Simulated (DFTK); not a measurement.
Crystal: HfN.

```
CELL_PARAMETERS angstrom
0.00000 2.25600 2.25600
2.25600 0.00000 2.25600
2.25600 2.25600 0.00000
ATOMIC_POSITIONS crystal
Hf 0.00000 0.00000 0.00000
N 0.50000 0.50000 0.50000
```

Base run:

| Property | Result |
| --- | --- |
| Program | DFTK 0.8.2 |
| Functional | PBEsol |
| Potentials or basis | SG15 1.2 (PBE) |
| Cutoff | 1225 eV |
| k mesh | 8 × 8 × 8 |
| Occupations | fermi-dirac, width 0.05 eV |
| Spin | no spin polarisation |

Its results: band gap on the k mesh none (metal or under the smearing width); pressure -1.6 GPa.

After a change of settings the same cell gave: band gap on the k mesh none (metal or under the smearing width); pressure -0.8 GPa. Which change was it?
A. functional from PBEsol to SCAN
B. k mesh from 8 × 8 × 8 to 10 × 10 × 10
C. functional from PBEsol to r2SCAN
D. functional from PBEsol to WC

D.

Caveats: the potentials were made for another functional, which shifts forces and pressure; spin-orbit coupling is left out, which moves the levels of the heavy elements.
